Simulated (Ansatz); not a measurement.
# Computed properties of Te

```yaml
crystal:
  lattice:
    - [4.45800, 0.00000, 0.00000]
    - [-2.22900, 3.86074, 0.00000]
    - [0.00000, 0.00000, 5.92500]
  atoms:
    - { symbol: Te, position: [0.74500, 0.00000, 0.33333] }
    - { symbol: Te, position: [0.00000, 0.74500, 0.66667] }
    - { symbol: Te, position: [0.25500, 0.25500, 0.00000] }
```

Atoms are numbered in the order listed.

The conventional cell has a = 4.458 Å, b = 4.458 Å, c = 5.925 Å, α = 90.00°, β = 90.00°, γ = 120.00°. Around Te (atom 1) lie 2 Te at 2.79 Å.

The cell is COD entry 1531230, as deposited and not checked against the literature; nothing was relaxed.

No spin–orbit coupling, which matters for the heavy atoms here.

These are results of DFT, PBE, all-electron LAPW, scalar-relativistic in Ansatz 0.2.0, not measurements.

Sampling and basis: a Γ-centred 9×9×6 k mesh, Fermi–Dirac smearing of 0.08 eV, basis error target 0.5 meV/atom, no spin polarisation.

```
Pressure at this cell                    : 3.15 GPa
Band gap                                 : 0.15 eV, indirect from the line L (0.5, 0, 0.5)–H (0.333, 0.333, 0.5) to H (0.333, 0.333, 0.5) (the direct gap is only 0.02 eV larger) (so small a gap may close at points that the mesh and path miss)
Stress xx, yy, zz (compression positive) : 2.78, 2.78, 3.88 GPa
Largest force                            : 0.612 eV/Å on Te3
Smallest direct gap on the path          : 0.17 eV
Volume per atom                          : 229.4 bohr³
```
